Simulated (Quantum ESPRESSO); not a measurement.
Crystal: SiO2.

```
Si O
1.0
     4.97559    0.00000    0.00000
     0.00000    4.97559    0.00000
     0.00000    0.00000    6.90089
Si O
4 8
Cartesian
  3.9966 3.9966 3.4504
  3.4668 1.5088 1.7252
  1.5088 3.4668 5.1757
  0.9790 0.9790 0.0000
  3.7902 0.5492 2.9815
  4.4263 1.1854 0.4690
  0.5492 3.7902 3.9194
  1.3024 1.9386 5.6446
  1.1854 4.4263 6.4319
  3.6732 3.0370 2.1942
  1.9386 1.3024 1.2562
  3.0370 3.6732 4.7067
```

The cell comes from a database or a generator and needn't be the stable form of this composition.

| Item | Value |
| --- | --- |
| Program | Quantum ESPRESSO 7.5 |
| Task | single point |
| Functional | PBE |
| Potentials or basis | SSSP 1.3 efficiency PBE |
| Cutoff | 748 eV |
| Density cutoff | 5987 eV |
| k mesh | 6 × 6 × 4 |
| Occupations | fermi-dirac, width 0.05 eV |
| Spin | no spin polarisation |

On this cell: pressure 5.2 GPa; largest force 0.307 eV/Å; band gap on the k mesh 5.73 eV, direct.

The same run follows on a disturbed copy (atoms moved at random, drawn with an rms of 0.05 Å):

```xyz
12
Lattice="4.9756 0.0000 0.0000 0.0000 4.9756 0.0000 0.0000 0.0000 6.9009" Properties=species:S:1:pos:R:3 pbc="T T T"
Si    4.0339    4.0270    3.4583
Si    3.4259    1.5145    1.7291
Si    1.5007    3.4707    5.1790
Si    0.9710    0.9738    0.0247
O     3.8289    0.5474    2.9893
O     4.3890    1.1779    0.4556
O     0.5949    3.8075    3.8999
O     1.3201    1.8621    5.6316
O     1.1729    4.3869    6.4250
O     3.6245    3.0834    2.2431
O     1.9648    1.2837    1.2638
O     3.0822    3.7003    4.6900
```

**Question.** What changes?

**Answer.** The energy moves by +27.8 meV/atom; pressure 4.0 GPa; largest force 3.465 eV/Å; band gap on the k mesh 5.61 eV, direct.

Forces on the atoms (eV/Å):
```
Si   0.032 -0.569  0.279
Si   2.933  1.029  1.531
Si   1.859 -1.648 -0.721
Si  -0.436 -0.857 -0.536
O   -0.219  1.927 -0.719
O    0.455  0.114  0.064
O    0.081 -0.084 -0.359
O    0.268  1.723 -0.731
O   -0.381  1.133  1.578
O   -0.236 -1.961 -1.749
O   -2.608 -0.309 -0.446
O   -1.749 -0.498  1.809
```

Stress tensor (GPa, compression positive):
```
 4.81 -0.07  1.53
-0.07  0.94  0.39
 1.53  0.39  6.40
```

A k mesh can miss the band edges.
